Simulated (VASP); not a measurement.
Input of a VASP 6.6.1 run:

Contents of INCAR:

```
SYSTEM = GaAs
ALGO = Normal ; EDIFF = 1E-6
ENCUT = 520 ; ISIF = 2
ISMEAR = 0 ; LASPH = .TRUE.
LCHARG = .FALSE. ; LMIXTAU = .TRUE.
LREAL = .FALSE. ; LWAVE = .FALSE.
METAGGA = R2SCAN ; NELM = 60
PREC = Accurate ; SIGMA = 0.02
```

File KPOINTS:

```
k-points
0
G
  10 10 10
  0 0 0
```

The input POSCAR:

```
GaAs
1.0
    0.0000000000      2.8314000000      2.8314000000
    2.8314000000      0.0000000000      2.8314000000
    2.8314000000      2.8314000000      0.0000000000
Ga As
1 1
Direct
    0.0000000000      0.0000000000      0.0000000000
    0.7500000000      0.7500000000      0.7500000000
```

Contents of KPOINTS_OPT:

```
path GXWKGLUWLK,UX
20
line-mode
reciprocal
 0.0000000000  0.0000000000  0.0000000000  G
 0.5000000000  0.0000000000  0.5000000000  X

 0.5000000000  0.0000000000  0.5000000000  X
 0.5000000000  0.2500000000  0.7500000000  W

 0.5000000000  0.2500000000  0.7500000000  W
 0.3750000000  0.3750000000  0.7500000000  K

 0.3750000000  0.3750000000  0.7500000000  K
 0.0000000000  0.0000000000  0.0000000000  G

 0.0000000000  0.0000000000  0.0000000000  G
 0.5000000000  0.5000000000  0.5000000000  L

 0.5000000000  0.5000000000  0.5000000000  L
 0.6250000000  0.2500000000  0.6250000000  U

 0.6250000000  0.2500000000  0.6250000000  U
 0.5000000000  0.2500000000  0.7500000000  W

 0.5000000000  0.2500000000  0.7500000000  W
 0.5000000000  0.5000000000  0.5000000000  L

 0.5000000000  0.5000000000  0.5000000000  L
 0.3750000000  0.3750000000  0.7500000000  K

 0.6250000000  0.2500000000  0.6250000000  U
 0.5000000000  0.0000000000  0.5000000000  X
```

Potentials or basis: VASP PAW PBE potentials, release 64 (Ga_d, As).

Launch:

```console
$ cat potpaw_PBE.64/Ga_d/POTCAR potpaw_PBE.64/As/POTCAR > POTCAR
$ mpirun -np 1 vasp_std > vasp.out
```

Task: Predict the band gap along the path.

Result: 0.96 eV, direct.

Task: Estimate the band gap on the k mesh.

Result: 0.96 eV, direct.

Levels at the corners of the path, in eV from the valence-band top:
```
point  band 7  band 8  band 9  band 10  band 11  band 12
    Γ    0.00    0.00    0.00     0.96     4.04     4.04
    X   -6.97   -2.76   -2.76     1.77     1.95    10.82
    X   -6.97   -2.76   -2.76     1.77     1.95    10.82
    W   -6.78   -3.62   -3.41     5.00     5.06     5.89
    W   -6.78   -3.62   -3.41     5.00     5.06     5.89
    K   -6.77   -3.94   -2.32     2.27     5.01     8.51
    K   -6.77   -3.94   -2.32     2.27     5.01     8.51
    Γ    0.00    0.00    0.00     0.96     4.04     4.04
    Γ    0.00    0.00    0.00     0.96     4.04     4.04
    L   -6.79   -1.18   -1.18     1.35     4.99     4.99
    L   -6.79   -1.18   -1.18     1.35     4.99     4.99
    U   -6.77   -3.94   -2.32     2.27     5.01     8.51
    U   -6.77   -3.94   -2.32     2.27     5.01     8.51
    W   -6.78   -3.62   -3.41     5.00     5.06     5.89
    W   -6.78   -3.62   -3.41     5.00     5.06     5.89
    L   -6.79   -1.18   -1.18     1.35     4.99     4.99
    L   -6.79   -1.18   -1.18     1.35     4.99     4.99
    K   -6.77   -3.94   -2.32     2.27     5.01     8.51
    U   -6.77   -3.94   -2.32     2.27     5.01     8.51
    X   -6.97   -2.76   -2.76     1.77     1.95    10.82
```

**Measured values to compare with.**

“Evidence of valence band perturbations in GaAsN/GaAs(001): A combined variable-angle spectroscopic ellipsometry and modulated photoreflectance investigation”, 2008, arxiv:0805.2212 reports, for a bulk crystal of GaAs at 300 K: band gap 1.418 ± 0.005 eV (direct).

Measured gap of GaAs: 1.418 eV (direct; 300 K; “Evidence of valence band perturbations in GaAsN/GaAs(001): A combined variable-angle spectroscopic ellipsometry and modulated photoreflectance investigation”, 2008, arxiv:0805.2212). This calculation gives 0.96 eV (-0.46 eV). 3 values of this kind are on record (1.412 to 1.51 eV); this one was drawn at random among those near their median, those with a stated uncertainty first. Spin-orbit coupling on As, Ga is left out. The value is that of r2SCAN, without temperature or zero-point motion. The cell is a database's relaxed one, not the measured one, which moves gaps too.
